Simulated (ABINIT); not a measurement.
A run of ABINIT 10.8.3 (patched build):

The input run.abi:

```
pp_dirpath "./"
pseudos "Co.GGA_PBE-JTH.xml"

acell 3*1.0
rprim
     4.6714027971     0.0000000000     0.0000000000
    -2.3357013986     4.0455534936     0.0000000000
     0.0000000000     0.0000000000     7.5988610189
ntypat 1
znucl 27
natom 2
typat 1 1
xcart
     1.2359999517     0.7136049047     3.0158580600
    -0.0000000001     1.4272098096     1.0052860200 Angstrom
chkprim 0
chksymtnons 0
tolsym 1.0e-6

ecut 26.0
pawecutdg 48.0
pawxcdev 0

kptopt 1
ngkpt 10 10 6
nshiftk 1
shiftk 0.0 0.0 0.0

ixc -116133

nband 22
occopt 3
tsmear 0.00183747

nsppol 2
spinat
     0.0000000000     0.0000000000     2.0000000000
     0.0000000000     0.0000000000     2.0000000000

nstep 100
tolvrs 1.0e-9

iomode 3
prtwf 0
prtden 0
prteig 0
prtebands 0
enunit 1

ionmov 2
ntime 60
tolmxf 0.0005
optcell 2
dilatmx 1.08
ecutsm 0.5
```

Potentials or basis: JTH PAW PBE v2.0.

Run with:

```sh
$ mpirun --bind-to none -np 4 abinit run.abi > log 2>&1
```

Hardware: 4 MPI ranks on Arm Neoverse V2, on a shared host.

Question: Estimate the wall time of this run.

Answer: It took 110 s on 4 MPI ranks on Arm Neoverse V2, on a shared host, peak memory 0.56 GiB a rank. Counts: scf iterations 57, mpi ranks 4, k points 56, bands 22, plane waves 1162, ion steps 5.
